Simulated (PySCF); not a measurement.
Runs of PySCF 2.14.0 on Rh. Symmetry: Fm-3m, No. 225, cubic system. The conventional cell has a = 3.796 Å, b = 3.796 Å, c = 3.796 Å, α = 90.00°, β = 90.00°, γ = 90.00°. Around Rh (site symmetry m-3m) lie 12 Rh at 2.68 Å. 

```csv
task,level,k mesh,gaussian width of the DOS,conv_tol,max_cycle,band path,mesh quality,gap on the mesh (eV),V0 of scaled cells (Å³/atom),B0 (GPa)
density of states,PBEsol,12 × 12 × 12,0.15 eV,1e-07 Ha,60,-,not flagged,none,-,-
density of states,PBE,12 × 12 × 12,0.15 eV,1e-07 Ha,60,-,not flagged,none,-,-
band structure,r2SCAN,4 × 4 × 4,-,1e-07 Ha,60,"GXWKGLUWLK,UX",coarse,none,-,-
equation of state,LDA,4 × 4 × 4,-,-,-,-,coarse,-,13.07,329
equation of state,PBEsol,4 × 4 × 4,-,-,-,-,coarse,-,(a),304
```

Alike in all rows: potentials or basis DZVP-MOLOPT-SR/GTH-PBE (potentials made for PBE); no spin polarisation; cell as given; smearing fermi-dirac 0.05 eV.

**Question.** Fill in the values left out.

**Answer.** (a) 13.33.

Caveats: some runs use coarse meshes; the basis of atomic orbitals isn't converged, which shifts pressures, moduli and gaps; the potentials were made for another functional, which shifts forces and pressure (some runs); meta-GGAs need a finer uniform grid than this (some runs).

A k mesh can miss the band edges, and the runs leave out spin-orbit coupling on Rh.

A gap of «none» marks a metal or a gap under the smearing width.

Not every run made on this cell is shown here.
